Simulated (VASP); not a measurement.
# Cu3Au (Pm-3m) in VASP: notebook, part 2 of 2

VASP 6.6.1. The steps go on from the part before.

### 3 Band structure, PBE

This run uses another cell than the first one, of 13.53 Å³/atom, 1.091 times its volume.

Input file INCAR:

```
SYSTEM = Cu3Au
PREC = Accurate
ENCUT = 520
EDIFF = 1E-7
ISMEAR = 1
SIGMA = 0.1
LREAL = .FALSE.
LASPH = .TRUE.
NELM = 80
ALGO = Normal
ISIF = 2
LWAVE = .FALSE.
LCHARG = .FALSE.
LMAXMIX = 4
GGA = PE
NBANDS = 30
ICORELEVEL = 1
```

Input file KPOINTS:

```
Automatic mesh
0
G
  10 10 10
  0 0 0
```

Input file POSCAR:

```
Cu3Au                                   
1.0
    3.7828665846      0.0000000000      0.0000000000
    0.0000000000      3.7828665846      0.0000000000
    0.0000000000      0.0000000000      3.7828665846
  Cu              Au            
     3     1
Direct
     0.0000000000000000    0.5000000000000000    0.5000000000000000
     0.5000000000000000    0.0000000000000000    0.5000000000000000
     0.5000000000000000    0.5000000000000000    0.0000000000000000
     0.0000000000000000    0.0000000000000000    0.0000000000000000
```

Input file KPOINTS_OPT:

```
explicit points
64
Reciprocal
 0.0000000000  0.0000000000  0.0000000000 1
 0.0000000000  0.0555555556  0.0000000000 1
 0.0000000000  0.1111111111  0.0000000000 1
 0.0000000000  0.1666666667  0.0000000000 1
 0.0000000000  0.2222222222  0.0000000000 1
 0.0000000000  0.2777777778  0.0000000000 1
 0.0000000000  0.3333333333  0.0000000000 1
 0.0000000000  0.3888888889  0.0000000000 1
 0.0000000000  0.4444444444  0.0000000000 1
 0.0000000000  0.5000000000  0.0000000000 1
 0.0000000000  0.5000000000  0.0000000000 1
 0.0555555556  0.5000000000  0.0000000000 1
 0.1111111111  0.5000000000  0.0000000000 1
 0.1666666667  0.5000000000  0.0000000000 1
 0.2222222222  0.5000000000  0.0000000000 1
 0.2777777778  0.5000000000  0.0000000000 1
 0.3333333333  0.5000000000  0.0000000000 1
 0.3888888889  0.5000000000  0.0000000000 1
 0.4444444444  0.5000000000  0.0000000000 1
 0.5000000000  0.5000000000  0.0000000000 1
 0.5000000000  0.5000000000  0.0000000000 1
 0.4444444444  0.4444444444  0.0000000000 1
 0.3888888889  0.3888888889  0.0000000000 1
 0.3333333333  0.3333333333  0.0000000000 1
 0.2777777778  0.2777777778  0.0000000000 1
 0.2222222222  0.2222222222  0.0000000000 1
 0.1666666667  0.1666666667  0.0000000000 1
 0.1111111111  0.1111111111  0.0000000000 1
 0.0555555556  0.0555555556  0.0000000000 1
 0.0000000000  0.0000000000  0.0000000000 1
 0.0000000000  0.0000000000  0.0000000000 1
 0.0555555556  0.0555555556  0.0555555556 1
 0.1111111111  0.1111111111  0.1111111111 1
 0.1666666667  0.1666666667  0.1666666667 1
 0.2222222222  0.2222222222  0.2222222222 1
 0.2777777778  0.2777777778  0.2777777778 1
 0.3333333333  0.3333333333  0.3333333333 1
 0.3888888889  0.3888888889  0.3888888889 1
 0.4444444444  0.4444444444  0.4444444444 1
 0.5000000000  0.5000000000  0.5000000000 1
 0.5000000000  0.5000000000  0.5000000000 1
 0.4444444444  0.5000000000  0.4444444444 1
 0.3888888889  0.5000000000  0.3888888889 1
 0.3333333333  0.5000000000  0.3333333333 1
 0.2777777778  0.5000000000  0.2777777778 1
 0.2222222222  0.5000000000  0.2222222222 1
 0.1666666667  0.5000000000  0.1666666667 1
 0.1111111111  0.5000000000  0.1111111111 1
 0.0555555556  0.5000000000  0.0555555556 1
 0.0000000000  0.5000000000  0.0000000000 1
 0.5000000000  0.5000000000  0.0000000000 1
 0.5000000000  0.5000000000  0.0555555556 1
 0.5000000000  0.5000000000  0.1111111111 1
 0.5000000000  0.5000000000  0.1666666667 1
 0.5000000000  0.5000000000  0.2222222222 1
 0.5000000000  0.5000000000  0.2777777778 1
 0.5000000000  0.5000000000  0.3333333333 1
 0.5000000000  0.5000000000  0.3888888889 1
 0.5000000000  0.5000000000  0.4444444444 1
 0.5000000000  0.5000000000  0.5000000000 1
 0.0000000000  0.0000000000  0.0000000000 1
 0.5000000000  0.5000000000  0.0000000000 1
 0.5000000000  0.5000000000  0.5000000000 1
 0.0000000000  0.5000000000  0.0000000000 1
```

Potentials or basis: VASP PAW PBE potentials, release 64 (Cu, Au).

On the command line:

```bash
$ cat potpaw_PBE.64/Cu/POTCAR potpaw_PBE.64/Au/POTCAR > POTCAR
$ mpirun -np 1 vasp_std > vasp.out
```

Run time: 2 min. Hardware: 1 thread of Intel Xeon Platinum 8259CL at 2.50GHz (Skylake/Cascade Lake), shared host; peak memory 0.25 GiB.

The run converged. Its results:

```yaml
Free_energy: -14.5818 eV
Pressure: 0.0 GPa
Band_gap_along_the_path: none (metal or under the smearing width)
```

Levels at the corners of the path, in eV from the Fermi level:
```csv
point,band 20,band 21,band 22,band 23,band 24,band 25
Γ,-1.36,-1.36,1.33,1.33,1.33,5.83
X,-1.86,-1.48,-1.36,5.74,5.74,6.48
X,-1.86,-1.48,-1.36,5.74,5.74,6.48
M,-2.07,-0.49,-0.49,-0.42,0.32,8.47
M,-2.07,-0.49,-0.49,-0.42,0.32,8.47
Γ,-1.36,-1.36,1.33,1.33,1.33,5.83
Γ,-1.36,-1.36,1.33,1.33,1.33,5.83
R,-1.56,-0.94,-0.92,-0.92,-0.92,2.36
R,-1.56,-0.94,-0.92,-0.92,-0.92,2.36
X,-1.86,-1.48,-1.36,5.74,5.74,6.48
M,-2.07,-0.49,-0.49,-0.42,0.32,8.47
R,-1.56,-0.94,-0.92,-0.92,-0.92,2.36
```

Core levels (eV, on the scale of the bands):
```
atom                                                                                                                                    levels
1 Cu                                                                                    1s -8840.6, 2s -1052.8, 2p -907.3, 3s -104.5, 3p -61.9
2 Cu                                                                                    1s -8840.6, 2s -1052.8, 2p -907.3, 3s -104.5, 3p -61.9
3 Cu                                                                                    1s -8840.6, 2s -1052.8, 2p -907.3, 3s -104.5, 3p -61.9
4 Au  1s -80738.9, 2s -14235.2, 2p -12301.5, 3s -3352.6, 3p -2791.9, 3d -2194.2, 4s -720.1, 4p -536.3, 4d -316.0, 4f -71.4, 5s -98.3, 5p -49.6
```

Caveat: spin-orbit coupling is left out, which moves the levels of the heavy elements.

### 4 Band structure, PBEsol

This run uses another cell than the first one, of 12.81 Å³/atom, 1.033 times its volume.

Input file INCAR:

```
PREC     = Accurate       # precision mode
ENCUT    = 520            # plane-wave cutoff, eV
EDIFF    = 1E-6           # SCF threshold, eV
ISMEAR   = 1              # smearing method
SIGMA    = 0.1            # smearing width, eV
LREAL    = False          # projectors in reciprocal space
LASPH    = True           # aspherical terms in the spheres
NELM     = 80             # most SCF steps
ALGO     = Fast           # electronic algorithm
ISIF     = 2              # what is computed and relaxed
LWAVE    = False          # write WAVECAR
LCHARG   = False          # write CHGCAR
LMAXMIX  = 4              # l up to which the mixer works
GGA      = PS             # functional
NBANDS   = 30             # bands
ICORELEVEL= 1
```

Input file KPOINTS:

```
regular mesh
0
Gamma
  10 10 10
```

Changes to POSCAR since step 3:

```diff
@@ -2,5 +2,5 @@
 1.0
-    3.7828665846      0.0000000000      0.0000000000
-    0.0000000000      3.7828665846      0.0000000000
-    0.0000000000      0.0000000000      3.7828665846
+    3.7146423666      0.0000000000     -0.0000000000
+    0.0000000000      3.7146423666      0.0000000000
+   -0.0000000000      0.0000000000      3.7146423666
   Cu              Au
```

Input file KPOINTS_OPT:

```
explicit points
124
Reciprocal
 0.0000000000  0.0000000000  0.0000000000 1
 0.0000000000  0.0263157895  0.0000000000 1
 0.0000000000  0.0526315789  0.0000000000 1
 0.0000000000  0.0789473684  0.0000000000 1
 0.0000000000  0.1052631579  0.0000000000 1
 0.0000000000  0.1315789474  0.0000000000 1
[... 116 lines left out ...]
 0.5000000000  0.5000000000  0.5000000000 1
 0.0000000000  0.5000000000  0.0000000000 1
```

On the command line:

```bash
$ cat potpaw_PBE.64/Cu/POTCAR potpaw_PBE.64/Au/POTCAR > POTCAR
$ mpirun -np 1 vasp_std > vasp.out
```

Wall time 76 s (1 thread of Intel Xeon 6975P-C (Granite Rapids), shared host); peak memory 0.25 GiB.

It converged, with:

- Free energy: -17.0430 eV
- Pressure: 0.0 GPa
- Band gap along the path: none (metal or under the smearing width)

Levels at the corners of the path, in eV from the Fermi level:
| point | band 19 | band 20 | band 21 | band 22 | band 23 | band 24 | band 25 | band 26 |
| --- | --- | --- | --- | --- | --- | --- | --- | --- |
| Γ | -1.36 | -1.36 | -1.36 | 1.22 | 1.22 | 1.22 | 6.17 | 7.78 |
| X | -1.99 | -1.93 | -1.52 | -1.36 | 5.88 | 5.88 | 6.69 | 6.69 |
| X | -1.99 | -1.93 | -1.52 | -1.36 | 5.88 | 5.88 | 6.69 | 6.69 |
| M | -2.26 | -2.16 | -0.49 | -0.49 | -0.37 | 0.41 | 8.70 | 9.64 |
| M | -2.26 | -2.16 | -0.49 | -0.49 | -0.37 | 0.41 | 8.70 | 9.64 |
| Γ | -1.36 | -1.36 | -1.36 | 1.22 | 1.22 | 1.22 | 6.17 | 7.78 |
| Γ | -1.36 | -1.36 | -1.36 | 1.22 | 1.22 | 1.22 | 6.17 | 7.78 |
| R | -1.58 | -1.58 | -1.16 | -1.14 | -1.14 | -1.14 | 2.59 | 4.32 |
| R | -1.58 | -1.58 | -1.16 | -1.14 | -1.14 | -1.14 | 2.59 | 4.32 |
| X | -1.99 | -1.93 | -1.52 | -1.36 | 5.88 | 5.88 | 6.69 | 6.69 |
| M | -2.26 | -2.16 | -0.49 | -0.49 | -0.37 | 0.41 | 8.70 | 9.64 |
| R | -1.58 | -1.58 | -1.16 | -1.14 | -1.14 | -1.14 | 2.59 | 4.32 |

Core levels (eV, on the scale of the bands):
```csv
atom,levels
1 Cu,"1s -8840.3, 2s -1052.6, 2p -907.1, 3s -104.1, 3p -61.5"
2 Cu,"1s -8840.3, 2s -1052.6, 2p -907.1, 3s -104.1, 3p -61.5"
3 Cu,"1s -8840.3, 2s -1052.6, 2p -907.1, 3s -104.1, 3p -61.5"
4 Au,"1s -80738.6, 2s -14234.9, 2p -12301.1, 3s -3352.2, 3p -2791.6, 3d -2193.9, 4s -719.7, 4p -535.9, 4d -315.6, 4f -71.0, 5s -97.9, 5p -49.1"
```

Caveat: the PAW data sets were made with another functional, which shifts forces and pressure a little; spin-orbit coupling is left out, which moves the levels of the heavy elements.

### 5 Summary

```csv
level,potentials or basis,cell,pressure (GPa)
LDA,"VASP PAW LDA potentials, release 64 (Cu, Au)","Pm-3m, 12.41 Å³/atom",-0.1
PBE,"VASP PAW PBE potentials, release 64 (Cu, Au)","Pm-3m, 13.53 Å³/atom",0.0
PBEsol,"VASP PAW PBE potentials, release 64 (Cu, Au)","Pm-3m, 12.81 Å³/atom",0.0
```

Alike in all rows: task band structure; no spin polarisation; k mesh 10 × 10 × 10; cutoff (eV) 520; smearing methfessel-paxton 0.1 eV.

Caveats: spin-orbit coupling is left out, which moves the levels of the heavy elements; the PAW data sets were made with another functional, which shifts forces and pressure a little (some runs).

Absolute energies hang on the potentials; compare differences alone.
